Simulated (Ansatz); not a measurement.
The system is TePb.

```
CELL_PARAMETERS angstrom
4.00229 0.00000 0.00000
0.00000 4.00229 0.00000
0.00000 0.00000 4.00229
ATOMIC_POSITIONS crystal
Pb 0.00000 0.00000 0.00000
Te 0.50000 0.50000 0.50000
```

Measurements of this composition are mostly on another form, of space group No. 225.

| Quantity | Value |
| --- | --- |
| Program | Ansatz 0.2.0 |
| Task | relaxation of cell and atoms |
| Functional | BLYP |
| Dispersion | D3(BJ) |
| Potentials or basis | Ansatz PAW |
| Cutoff | 420 eV (not typed: the program's choice for these potentials) |
| k mesh | 7 × 7 × 7 |
| Occupations | fermi-dirac, width 0.05 eV |
| Spin | no spin polarisation |

At the start: volume 32.05 Å³/atom.

Question: Where does the relaxation end?

Answer: It ends after 8 steps and the volume is 33.91 Å³/atom (+5.8 %); space group Pm-3m (No. 221, to 0.05 Å).

Step by step:
| step | energy change (eV) | largest force (eV/Å) | volume (Å³) |
| --- | --- | --- | --- |
| 1 | 0.0000 | 0.0000 | 64.11 |
| 2 | -0.0001 | 0.0000 | 64.23 |
| 3 | -0.0010 | 0.0000 | 64.56 |
| 4 | -0.0219 | 0.0000 | 65.80 |
| 5 | -0.0363 | 0.0000 | 69.93 |
| 6 | -0.0685 | 0.0000 | 67.58 |
| 7 | -0.0691 | 0.0000 | 67.81 |
| 8 | -0.0697 | 0.0000 | 67.81 |

Final structure:
```
Pb Te
1.0
     4.07788    0.00000    0.00000
     0.00000    4.07788    0.00000
     0.00000    0.00000    4.07788
Pb Te
1 1
Direct
  0.00000 0.00000 0.00000
  0.50000 0.50000 0.50000
```

Caveat: the plane-wave basis is chosen anew once the cell has moved, so the energies of steps on either side of that aren't comparable; pairwise dispersion overbinds metals, which lowers pressure and volume; the PAW data sets come from PBE, with cores solved anew for the run's functional, which leaves a small shift of forces and pressure.
